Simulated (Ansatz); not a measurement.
**SnTe in Ansatz: convergence with k mesh**

Input of the first run (k mesh 2 × 2 × 2); the others differ in this setting and in those tied to it:

File input.yaml:

```yaml
crystal:
  lattice:
    - [0.0, 3.15085, 3.15085]
    - [3.15085, 0.0, 3.15085]
    - [3.15085, 3.15085, 0.0]
  atoms:
    - { symbol: Te, position: [0.5, 0.5, 0.5] }
    - { symbol: Sn, position: [0.0, 0.0, 0.0] }
hamiltonian:
  xc: pbe
  pseudopotentials: { kind: nc, accuracy: standard }
kpoints:
  mp_grid: { grid: [2, 2, 2] }
scf:
  occupations: { method: fermi_dirac, width: 0.1 }
output:
  forces: true
  stress: true
  eigenvalues: true
```

Potentials or basis: PseudoDojo standard (PBE files).

The run is started by

```console
$ ansatz run input.yaml --threads 2 --pin off --max-ram 5632MiB --backend cpu --events-out ev --progress --plain --runs-dir out
```

Hardware: 2 threads of Intel(R) Xeon(R) 6975P-C (Granite Rapids), on a shared host.

The values tried are 2 × 2 × 2, 3 × 3 × 3, 4 × 4 × 4, 5 × 5 × 5, 7 × 7 × 7, 8 × 8 × 8, 10 × 10 × 10, 12 × 12 × 12, loosest first. From which on does the energy stay within 1 meV/atom of the tightest run that finished?

From 8 × 8 × 8 on.

| k mesh | energy less the tightest run, at zero smearing (meV/atom) | pressure (GPa) | SCF cycles | CPU time (s) | peak memory (GiB) |
| --- | --- | --- | --- | --- | --- |
| 2 × 2 × 2 | 948.03 | 6.40 | 7 | 1.2 | 0.4 |
| 3 × 3 × 3 | -45.50 | 2.20 | 6 | 0.84 | 0.38 |
| 4 × 4 × 4 | -1.47 | 1.79 | 7 | 1.4 | 0.45 |
| 5 × 5 × 5 | -1.92 | 2.16 | 6 | 1.8 | 0.44 |
| 7 × 7 × 7 | -2.00 | 2.16 | 6 | 2.4 | 0.44 |
| 8 × 8 × 8 | 0.83 | 2.25 | 7 | 3.9 | 0.48 |
| 10 × 10 × 10 | 0.19 | 2.23 | 7 | 6.9 | 0.53 |
| 12 × 12 × 12 | 0.00 | 2.23 | 7 | 11 | 0.58 |

Against the tightest run, the pressure stays within 0.1 GPa from 5 × 5 × 5 on. Meshes of other sizes hit other points, so gaps and Fermi surfaces needn't settle smoothly. The tightest run that finished is the yardstick and may itself not be fully converged.

The run has no spin-orbit coupling, so splittings on Te are missing.
